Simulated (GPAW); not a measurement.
# ZnS (Wurtzite-2H) (P6_3mc) in GPAW: a series of runs

One crystal, ZnS (Wurtzite-2H), is run at these levels: vdW-DF2, LDA; tasks: band structure, phonons.

Everything below comes from runs of GPAW 26.7.0. Logs are shortened: lines on timing, memory, paths and dates and some standing lists are left out, and cuts for length are marked. The log counts tension as positive stress, the text compression.

**Measured values to compare with.**

A printed reference work, monograph reports, for a bulk crystal of ZnS at 4 K: band gap 3.911 eV (direct).

How close the calculation comes is told below.

### 1 Starting point

Symmetry: P6_3mc, No. 186, hexagonal system. Conventional cell: a = 3.811 Å, b = 3.811 Å, c = 6.234 Å, α = 90.00°, β = 90.00°, γ = 120.00°. Around Zn (site symmetry 3m) lie 4 S at 2.31 to 2.40 Å. S (site symmetry 3m) is surrounded by 4 Zn at 2.31 to 2.40 Å.

### 2 Band structure, vdW-DF2

run.py

```python
from ase.dft.bandgap import bandgap
from ase.io import read, write
from gpaw import GPAW, PW

atoms = read('ZnS.cif')

calc = GPAW(mode=PW(600),
            xc={'name': 'vdW-DF2', 'backend': 'libvdwxc'},
            kpts={'size': (6, 6, 3), 'gamma': True},
            occupations={'name': 'fermi-dirac', 'width': 0.05},
            nbands=31,
            convergence={'density': 1e-05, 'energy': 1e-05},
            maxiter=150,
            txt='gpaw.txt')
atoms.calc = calc
energy = atoms.get_potential_energy()
forces = atoms.get_forces()
calc.write('gs.gpw')
write('result.traj', atoms)
print(f'Energy: {energy:.6f} eV')
print('Forces (eV/A):')
print(forces.round(4))
print('Fermi level:', round(calc.get_fermi_level(), 4), 'eV')
print(f'Gap: {bandgap(calc)[0]:.4f} eV, direct: {bandgap(calc, direct=True)[0]:.4f} eV')

path = atoms.cell.bandpath('GMKGALHA,LM,KH', npoints=60, eps=1e-4)
bs_calc = calc.fixed_density(kpts=path, symmetry='off', nbands=48,
                             convergence={'bands': 'CBM+6.0', 'eigenstates': 1e-6}, txt='bands.txt')
bs = bs_calc.band_structure()
bs.write('bs.json')
print(f'Gap on the path: {bandgap(bs_calc)[0]:.4f} eV')
```

ZnS.cif

```cif
data_ZnS
_cell_length_a 3.81100000
_cell_length_b 3.81100000
_cell_length_c 6.23400000
_cell_angle_alpha 90.00000000
_cell_angle_beta 90.00000000
_cell_angle_gamma 120.00000000
_space_group_name_H-M_alt 'P1'
_space_group_name_Hall 'P 1'
_space_group_IT_number 1
loop_
_space_group_symop_operation_xyz
'x,y,z'
loop_
_atom_site_label
_atom_site_type_symbol
_atom_site_symmetry_multiplicity
_atom_site_Wyckoff_symbol
_atom_site_fract_x
_atom_site_fract_y
_atom_site_fract_z
_atom_site_occupancy
Zn1 Zn 1 a 0.6666666667 0.3333333333 0.5000000000 1
Zn2 Zn 1 a 0.3333333333 0.6666666667 0.0000000000 1
S1 S 1 a 0.6666666667 0.3333333333 0.8850000000 1
S2 S 1 a 0.3333333333 0.6666666667 0.3850000000 1
```

Potentials or basis: GPAW PAW data sets (gpaw-data 1.2.1), pw.

The run is started by

```
OMP_NUM_THREADS=1 python run.py
```

gpaw.txt:

```text
__  _  _
 | _ |_)|_||  |
 |__||  | ||/\| - 26.7.0

Input parameters:
  mode=PW(ecut=600.0),
  convergence={'density': 1e-05, 'energy': 1e-05},
  kpts=MonkhorstPack(size=(6, 6, 3), gamma=True),
  maxiter=150,
  nbands=31,
  occupations=Occupations(name='fermi-dirac', width=0.05),
  xc=XC(name='vdW-DF2', backend='libvdwxc')

Diagonalizing LCAO Hamiltonian
Converting LCAO to pw mode

            S

            Zn
        S

        Zn

Atoms  # Å, Bohr magnetons
|   | symbol |         x |        y |        z |    initial magnetic moments |
|---|--------|-----------|----------|----------|-----------------------------|
| 0 |     Zn |  1.905500 | 1.100141 | 3.117000 | ( 0.0000,  0.0000,  0.0000) |
| 1 |     Zn | -0.000000 | 2.200282 | 0.000000 | ( 0.0000,  0.0000,  0.0000) |
| 2 |      S |  1.905500 | 1.100141 | 5.517090 | ( 0.0000,  0.0000,  0.0000) |
| 3 |      S | -0.000000 | 2.200282 | 2.400090 | ( 0.0000,  0.0000,  0.0000) |

Unit cell  # Å
| periodic |         x |        y |        z |  lengths |     angles |
|----------|-----------|----------|----------|----------|------------|
|      yes |  3.811000 | 0.000000 | 0.000000 | 3.811000 |  90.000000 |
|      yes | -1.905500 | 3.300423 | 0.000000 | 3.811000 |  90.000000 |
|      yes |  0.000000 | 0.000000 | 6.234000 | 6.234000 | 120.000000 |

Number of symmetries: 6
Symmetry operations  # r_c * U_cc + t_c -> r_c
|   | kind |            matrix            |
|---|------|------------------------------|
| 0 |  σ   |  1, 1, 0,  0,-1, 0,  0, 0, 1 |
| 1 |  E   |  1, 0, 0,  0, 1, 0,  0, 0, 1 |
| 2 |  C3  |  0, 1, 0, -1,-1, 0,  0, 0, 1 |
| 3 |  σ   |  0,-1, 0, -1, 0, 0,  0, 0, 1 |
| 4 |  σ   | -1, 0, 0,  1, 1, 0,  0, 0, 1 |
| 5 |  C3  | -1,-1, 0,  1, 0, 0,  0, 0, 1 |

BZ-sampling:
  Number of BZ points: 108
  Number of IBZ points: 17

  Monkhorst-Pack size: [6, 6, 3]
  Monkhorst-Pack shift: [0.08333333333333333, 0.08333333333333333, 0.0]

K-points  # in reciprocal-cell coordinates
|     |                                coordinates |     weight |
|-----|--------------------------------------------|------------|
|   0 | (  0.00000000,   0.00000000,   0.00000000) | 0.00925926 |
|   1 | (  0.00000000,   0.00000000,   0.33333333) | 0.01851852 |
|   2 | (  0.16666667,   0.00000000,  -0.33333333) | 0.05555556 |
|   3 | (  0.16666667,   0.00000000,   0.00000000) | 0.05555556 |
|   4 | (  0.16666667,   0.00000000,   0.33333333) | 0.05555556 |
|   5 | (  0.33333333,  -0.16666667,   0.00000000) | 0.05555556 |
|   6 | (  0.33333333,  -0.16666667,   0.33333333) | 0.11111111 |
|   7 | (  0.33333333,   0.00000000,  -0.33333333) | 0.05555556 |
|   8 | (  0.33333333,   0.00000000,   0.00000000) | 0.05555556 |
|   9 | (  0.33333333,   0.00000000,   0.33333333) | 0.05555556 |
| ... |                                            |            |
|  16 | (  0.50000000,   0.50000000,   0.33333333) | 0.05555556 |

Plane wave coefficients: 2641
Cutoff: 600.0 eV

Spin-components: 1 (collinear spins)
Bands:           31
Projectors:      22
Spin-degeneracy: 2
Datatype:        complex128

Parallelization:
  kpt:    1
  domain: 1
  band:   1

Density:
  Valence electrons: 36.0
  Components: 1
  Grid points: [24 24 36]
  Charge: 0.0  # |e|

Potential:
  Grid points: [24 24 36]

species:
  Zn:
    name:    Zinc
    Z:       30.0
    valence: 12
    core:    18
    charge:  0.0  # [|e|]
    compensation charges:
      type: gauss
      rc: 0.37  # [Å]
      lmax: 2
    cutoffs:
      filter: 2.14  # [Å]
      core: 2.28  # [Å]
    projectors
    | kind |    occ | energy [eV] | rcut [Å] |
    |------|--------|-------------|----------|
    |   4s |  2.000 |      -5.977 |    1.286 |
    |   4p |  0.000 |      -1.117 |    1.270 |
    |   3d | 10.000 |     -10.142 |    1.180 |
    |    s |        |      21.234 |    1.286 |
    |    p |        |      26.095 |    1.270 |
    |    d |        |      17.070 |    1.180 |

    Using partial waves for Zn as LCAO basis

  S:
    name:    Sulfur
    Z:       16.0
    valence: 6
    core:    10
    charge:  0.0  # [|e|]
    compensation charges:
      type: gauss
      rc: 0.24  # [Å]
      lmax: 2
    cutoffs:
      filter: 1.77  # [Å]
      core: 1.66  # [Å]
    projectors
    | kind |    occ | energy [eV] | rcut [Å] |
    |------|--------|-------------|----------|
    |   3s |  2.000 |     -17.254 |    0.974 |
    |   3p |  4.000 |      -7.008 |    0.979 |
    |    s |        |       9.957 |    0.974 |
    |    p |        |      20.203 |    0.979 |
    |    d |        |       0.000 |    0.900 |

    Using partial waves for S as LCAO basis

Reference energy: -119437.893101  # eV

eigensolver:
  PPCG
  Converge bands: occupied
  niter=2

density mixing:
  MSR1-Mixer
  Pratt-step length: 0.05
  Maximum mixing coefficient: 0.75
  Old densities: 10
  SVD Regularization: 0.005
  Good broyden scale: 1.0
  Trust region scale: 1.0
  Backstep threshold: 4.0
  History deletion threshold: 6.0
  Fourier metric: weight=20.0, sigma=0.015

occupation numbers:
  Fermi-Dirac:
    width: 0.0500  # eV

poisson solver:
  ecut: 4800.0  # eV

xc functional:
  name: vdW-DF2 with libvdwxc
  Mode: serial
  Semilocal: GGA_X_RPW86+LDA_C_PW with 2 nearest neighbor stencil
  Local blocksize: 48 x 48 x 72
  PAW datasets: PBE

convergence criteria:
- Maximum integral of absolute [dens]ity change: 1e-05 electrons / valence electron
- Maximum [total energy] change in last 3 cyles: 1e-05 eV / valence electron
- Maximum integral of absolute [eigenst]ate change: 4e-08 eV^2 / valence electron
maximum number of iterations: 150

SCF iterations
|iter     | |      energy | eigst |  dens |
|---------|-|-------------|-------|-------|
|iter:   1| | -200.177097 | +0.11 |       |
|iter:   2| | -199.958973 | -1.42 | -1.14 |
|iter:   3| | -199.169822 | -1.16 | -1.19 |
|iter:   4| | -199.168551 | -2.40 | -1.83 |
|iter:   5| | -199.170530 | -3.37 | -2.19 |
|iter:   6| | -199.170312 | -4.17 | -3.06 |
|iter:   7| | -199.170326c| -5.18 | -3.43 |
|iter:   8| | -199.170334c| -5.89 | -3.86 |
|iter:   9| | -199.170334c| -6.95 | -4.31 |
|iter:  10| | -199.170334c| -7.32 | -4.67 |
|iter:  11| | -199.170334c| -8.28c| -5.73c|

Converged in 11 steps
Energy contributions relative to reference atoms: (reference = -119437.893101)

Energy contributions:
  Kinetic:          39.734625
  Coulomb:         -34.080499
  Zero:              0.036378
  External:          0.000000
  Xc:             -204.860837
  Entropy:          -0.000000
  Spinorbit:         0.000000
  ----------------------------
  Free energy:    -199.170334
  Extrapolated:   -199.170334

dipole moment: (-0.000000, 0.000001, -7.505446)  # |e|*Ang

Fermi level: 4.755
Eigenvalues  # (at kpt = [0.000, 0.000, 0.000])
| band index |      eig [eV] | occ [0-2] |
|------------|---------------|-----------|
|          0 |        -9.356 |     2.000 |
|        ... |               |           |
|         10 |        -2.228 |     2.000 |
|         11 |        -2.055 |     2.000 |
|         12 |        -1.287 |     2.000 |
|         13 |         2.952 |     2.000 |
|         14 |         2.952 |     2.000 |
|         15 |         3.765 |     2.000 |
[... 8 lines left out ...]
|         24 |        11.522 |     0.000 |
|         25 |        13.014 |     0.000 |
|        ... |               |           |
|         30 |        16.136 |     0.000 |

Gap: 2.225 eV
Transition (v -> c):
  (s=0, k=0, n=17, [0.00, 0.00, 0.00]) -> (s=0, k=0, n=18, [0.00, 0.00, 0.00])
No difference between direct/indirect transitions

Forces  # eV/Ang
|        x |        y |        z |
|----------|----------|----------|
|  0.00000 | -0.00000 |  0.36020 |  # Zn   0
|  0.00000 |  0.00000 |  0.36017 |  # Zn   1
| -0.00000 |  0.00000 | -0.35978 |  # S    2
|  0.00000 |  0.00000 | -0.35979 |  # S    3

# Writing to gs.gpw (mode='')
```

stdout:

```text
Energy: -199.170334 eV
Forces (eV/A):
[[ 0.     -0.      0.3602]
 [ 0.      0.      0.3602]
 [-0.      0.     -0.3598]
 [ 0.      0.     -0.3598]]
Fermi level: 4.7551 eV
Gap: 2.2245 eV, direct: 2.2245 eV
Gap on the path: 2.2245 eV
```

bands.txt:

```text
Diagonalizing LCAO Hamiltonian
Converting LCAO to pw mode
convergence criteria:
- Maximum integral of absolute [eigenst]ate change: 1e-06 eV^2 / valence electron
maximum number of iterations: 150

SCF iterations
|iter     | |      energy | eigst |  dens |
[... 68 lines left out ...]
         [0.5       , 0.        , 0.25      ],
         [0.5       , 0.        , 0.125     ],
         [0.5       , 0.        , 0.        ],
         [0.33333333, 0.33333333, 0.        ],
         [0.33333333, 0.33333333, 0.1       ],
         [0.33333333, 0.33333333, 0.2       ],
         [0.33333333, 0.33333333, 0.3       ],
         [0.33333333, 0.33333333, 0.4       ],
         [0.33333333, 0.33333333, 0.5       ]])),
  maxiter=150,
  nbands=48,
  occupations=Occupations(name='fermi-dirac', width=0.05),
  symmetry=Symmetry(point_group=False, time_reversal=False),
  xc=XC(name='vdW-DF2', backend='libvdwxc')
```

Run time: 65 s. Hardware: 1 thread of Intel Xeon 6975P-C (Granite Rapids), shared host; peak memory 0.4 GiB.

What came out:

- Free energy: -199.1703 eV
- Largest force: 0.360 eV/Å
- Band gap on the k mesh: 2.22 eV, direct
- Band gap along the path: 2.22 eV, direct

Forces on the atoms (eV/Å):
```
Zn   0.000  0.000  0.360
Zn   0.000  0.000  0.360
S    0.000  0.000 -0.360
S    0.000  0.000 -0.360
```

Levels at the corners of the path, in eV from the valence-band top:
```csv
point,band 15,band 16,band 17,band 18,band 19,band 20,band 21,band 22
Γ,-0.82,-0.01,-0.01,0.00,2.22,3.04,6.42,6.42
M,-3.06,-2.17,-1.50,-0.94,3.67,4.29,5.25,7.26
K,-3.78,-2.15,-2.13,-2.13,4.54,5.89,5.89,7.87
Γ,-0.82,-0.01,-0.01,0.00,2.22,3.04,6.42,6.42
A,-0.43,-0.43,-0.43,-0.43,3.53,3.53,6.86,6.86
L,-1.60,-1.60,-1.48,-1.48,3.65,3.65,5.27,5.27
H,-3.04,-3.04,-1.21,-1.21,4.63,4.63,6.50,6.50
A,-0.43,-0.43,-0.43,-0.43,3.53,3.53,6.86,6.86
L,-1.60,-1.60,-1.48,-1.48,3.65,3.65,5.27,5.27
M,-3.06,-2.17,-1.50,-0.94,3.67,4.29,5.25,7.26
K,-3.78,-2.15,-2.13,-2.13,4.54,5.89,5.89,7.87
H,-3.04,-3.04,-1.21,-1.21,4.63,4.63,6.50,6.50
```

Caveat: the PAW data sets were made with another functional, which shifts forces and pressure a little.

### 3 Phonons, LDA

run.py

```python
import json
import numpy as np
from ase import Atoms
from ase.constraints import FixSymmetry
from ase.io import read, write
from ase.optimize import BFGS
from phonopy import Phonopy
from phonopy.structure.atoms import PhonopyAtoms
from gpaw import GPAW, PW

atoms = read('ZnS.xyz')

calc = GPAW(mode=PW(600),
            xc='LDA',
            kpts={'size': (7, 7, 4), 'gamma': True},
            occupations={'name': 'fermi-dirac', 'width': 0.15},
            nbands=31,
            convergence={'density': 1e-06, 'eigenstates': 1e-09},
            maxiter=50,
            txt='gpaw.txt')
atoms.calc = calc
atoms.set_constraint(FixSymmetry(atoms))
BFGS(atoms, trajectory='relax.traj', logfile='-').run(fmax=0.005, steps=40)
atoms.set_constraint()
energy = atoms.get_potential_energy()
forces = atoms.get_forces()
stress = atoms.get_stress()
calc.write('gs.gpw')
write('result.traj', atoms)
print('Cell:', atoms.cell.cellpar().round(4))
print(atoms.get_scaled_positions().round(5))

def force_constants(scale):
    unit = PhonopyAtoms(symbols=atoms.get_chemical_symbols(), cell=atoms.cell[:] * scale**(1 / 3),
                        scaled_positions=atoms.get_scaled_positions())
    ph = Phonopy(unit, supercell_matrix=np.diag([1, 1, 1]), primitive_matrix=np.eye(3), symprec=1e-4)
    ph.generate_displacements(distance=0.03)
    forces = []
    for i, sc in enumerate(ph.supercells_with_displacements):
        a = Atoms(sc.symbols, cell=sc.cell, scaled_positions=sc.scaled_positions, pbc=True)
        c = GPAW(mode=PW(600),
                 xc='LDA',
                 kpts={'size': (7, 7, 4), 'gamma': True},
                 occupations={'name': 'fermi-dirac', 'width': 0.15},
                 nbands=31,
                 convergence={'density': 1e-06, 'eigenstates': 1e-09},
                 maxiter=50,
                 txt=f'disp-{scale:.3f}-{i:02d}.txt')
        a.calc = c
        f = a.get_forces()
        forces.append(f - f.mean(axis=0))
        print(f'displacement {i}: drift', f.mean(axis=0).round(5), flush=True)
    ph.forces = forces
    ph.produce_force_constants()
    ph.symmetrize_force_constants()
    return ph

qpoints = [[0.0, 0.0, 0.0]]
results = {}
for scale in [1.0]:
    ph = force_constants(scale)
    ph.run_qpoints(qpoints)
    nu = ph.qpoints.frequencies * 33.35641  # THz to cm^-1
    results[f'{scale:.3f}'] = nu.tolist()
    for qp, f in zip(qpoints, nu):
        print(scale, np.round(qp, 4), f.round(2))
json.dump(results, open('phonons.json', 'w'))
```

ZnS.xyz

```xyz
4
Lattice="3.8110000000 0.0000000000 0.0000000000 -1.9055000000 3.3004228138 0.0000000000 0.0000000000 0.0000000000 6.2340000000" Properties=species:S:1:pos:R:3 pbc="T T T"
Zn     1.9055000002      1.1001409378      3.1170000000
Zn    -0.0000000002      2.2002818760      0.0000000000
S      1.9055000002      1.1001409378      5.5170900000
S     -0.0000000002      2.2002818760      2.4000900000
```

Potentials or basis: the program's PAW data sets (release 1.2.1) made for this functional, pw.

The run is started by

```
OMP_NUM_THREADS=1 python run.py
```

gpaw.txt:

```text
__  _  _
 | _ |_)|_||  |
 |__||  | ||/\| - 26.7.0

Input parameters:
  mode=PW(ecut=600.0),
  convergence={'density': 1e-06, 'eigenstates': 1e-09},
  kpts=MonkhorstPack(size=(7, 7, 4), gamma=True),
  maxiter=50,
  nbands=31,
  occupations=Occupations(name='fermi-dirac', width=0.15),
  xc=XC(name='LDA')

Diagonalizing LCAO Hamiltonian
Converting LCAO to pw mode

            S

            Zn
        S
[... 11 lines left out ...]
Unit cell  # Å
| periodic |         x |        y |        z |  lengths |     angles |
|----------|-----------|----------|----------|----------|------------|
|      yes |  3.811000 | 0.000000 | 0.000000 | 3.811000 |  90.000000 |
|      yes | -1.905500 | 3.300423 | 0.000000 | 3.811000 |  90.000000 |
|      yes |  0.000000 | 0.000000 | 6.234000 | 6.234000 | 120.000000 |

Number of symmetries: 6
Symmetry operations  # r_c * U_cc + t_c -> r_c
|   | kind |            matrix            |
|---|------|------------------------------|
| 0 |  σ   |  1, 1, 0,  0,-1, 0,  0, 0, 1 |
| 1 |  E   |  1, 0, 0,  0, 1, 0,  0, 0, 1 |
| 2 |  C3  |  0, 1, 0, -1,-1, 0,  0, 0, 1 |
[... 443 lines left out ...]

Energy contributions:
  Kinetic:          15.972783
  Coulomb:         -13.445431
  Zero:              0.067806
  External:          0.000000
  Xc:              -19.148266
  Entropy:          -0.000115
  Spinorbit:         0.000000
  ----------------------------
  Free energy:     -16.553222
  Extrapolated:    -16.553165
[... 28 lines left out ...]
Gap: 1.962 eV
Transition (v -> c):
  (s=0, k=0, n=17, [0.00, 0.00, 0.00]) -> (s=0, k=0, n=18, [0.00, 0.00, 0.00])
No difference between direct/indirect transitions

Forces  # eV/Ang
|       x |        y |        z |
|---------|----------|----------|
| 0.00000 |  0.00000 |  0.00695 |  # Zn   0
| 0.00000 | -0.00000 |  0.00694 |  # Zn   1
| 0.00000 |  0.00000 | -0.00698 |  # S    2
| 0.00000 |  0.00000 | -0.00696 |  # S    3

            S
[... 80 lines left out ...]
Gap: 1.961 eV
Transition (v -> c):
  (s=0, k=0, n=17, [0.00, 0.00, 0.00]) -> (s=0, k=0, n=18, [0.00, 0.00, 0.00])
No difference between direct/indirect transitions

Forces  # eV/Ang
|        x |        y |        z |
|----------|----------|----------|
|  0.00000 |  0.00000 |  0.00015 |  # Zn   0
|  0.00000 | -0.00000 |  0.00015 |  # Zn   1
| -0.00000 |  0.00000 | -0.00012 |  # S    2
| -0.00000 |  0.00000 | -0.00013 |  # S    3

Stress tensor  # eV/Ang^3
|         x |         y |         z |
|-----------|-----------|-----------|
|  0.028260 | -0.000000 | -0.000000 |
| -0.000000 |  0.028260 |  0.000000 |
| -0.000000 |  0.000000 |  0.026514 |

# Writing to gs.gpw (mode='')
```

stdout:

```text
Step          Energy          fmax
BFGS:    0      -16.534071        0.290162
BFGS:    1      -16.538608        0.256909
BFGS:    2      -16.552736        0.052355
BFGS:    3      -16.553222        0.006971
BFGS:    4      -16.553232        0.000152
Cell: [  3.811   3.811   6.234  90.     90.    120.   ]
[[0.66667 0.33333 0.50503]
 [0.33333 0.66667 0.00503]
 [0.66667 0.33333 0.87997]
 [0.33333 0.66667 0.37997]]
displacement 0: drift [ 0.e+00 -0.e+00  1.e-05]
displacement 1: drift [-0.e+00 -0.e+00  1.e-05]
displacement 2: drift [-0.e+00 -0.e+00  1.e-05]
displacement 3: drift [ 0. -0.  0.]
1.0 [0. 0. 0.] [ -0.     0.     0.    75.27  75.27 189.25 260.6  265.81 265.81 269.18
 269.18 322.66]
```

Wall time 11 min (1 thread of Intel Xeon Platinum 8488C (Sapphire Rapids), shared host); peak memory 0.69 GiB.

What came out:

```yaml
Free_energy: -16.5532 eV
Pressure_after_relaxing: -4.4 GPa
Band_gap_on_the_k_mesh: 1.96 eV, direct
Highest_phonon_frequency_at_Γ_LO-TO_splitting_left_out: 323 cm⁻¹
```

Final structure:
```
Zn S
1.0
     3.81100    0.00000    0.00000
    -1.90550    3.30042    0.00000
     0.00000    0.00000    6.23400
Zn S
2 2
Direct
  0.66667 0.33333 0.50503
  0.33333 0.66667 0.00503
  0.66667 0.33333 0.87997
  0.33333 0.66667 0.37997
```

Levels at points of the mesh, in eV from the valence-band top:
| k point | band 16 | band 17 | band 18 | band 19 | band 20 | band 21 |
| --- | --- | --- | --- | --- | --- | --- |
| (0.00, 0.00, 0.00) | -0.07 | 0.00 | 0.00 | 1.96 | 2.87 | 6.12 |
| (0.00, 0.00, 0.50) | -0.48 | -0.48 | -0.48 | 3.34 | 3.34 | 6.58 |

Phonon frequencies in cm⁻¹ (negative: imaginary):
| q point | frequencies |
| --- | --- |
| (0.000, 0.000, 0.000) | 0 0 0 75 75 189 261 266 266 269 269 323 |

Caveat: the cell is more than 3 GPa from zero pressure, which shifts response properties; the LO-TO splitting is left out.

### 4 Against experiment

Step 2. Measured gap of ZnS: 3.911 eV (direct; 4 K; a printed reference work, monograph). This calculation gives 2.22 eV (-1.69 eV). The value is that of vdW-DF2, without temperature or zero-point motion.
